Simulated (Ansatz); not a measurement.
Runs of Ansatz 0.2.0 on FeO (Wuestite). The structure is cubic, space group Fm-3m (No. 225). The conventional cell has a = 4.311 Å, b = 4.311 Å, c = 4.311 Å, α = 90.00°, β = 90.00°, γ = 90.00°. Around Fe (site symmetry m-3m) lie 6 O at 2.16 Å. Around O (site symmetry m-3m) lie 6 Fe at 2.16 Å. 

```tsv
task	level	cutoff (eV)	basis error allowed	pressure (GPa)	moment (μB)	V0 of scaled cells (Å³/atom)	B0 (GPa)
single point	PBEsol	349	0.001 eV/atom	-8.6	4.00	-	-
band structure	LDA	349	0.001 eV/atom	-15.6	4.00	-	-
equation of state	PBEsol	-	0.001 eV/atom	-	-	9.57	(b)
equation of state	PBE	-	0.0005 eV/atom	-	-	10.00	(a)
band structure	PBE	349	0.001 eV/atom	-0.3	4.00	-	-
```

Alike in all rows: potentials or basis all-electron LAPW, scalar-relativistic; spin collinear, ferromagnetic start; cell as given; k mesh 11 × 11 × 11; smearing fermi-dirac 0.05 eV.

Problem. Estimate the missing entries.

Solution. (a) 185; (b) 208.

Caveats: a cell with one magnetic atom can't hold antiferromagnetic order, which such compounds often take (some runs).

Not every run made on this cell is shown here.
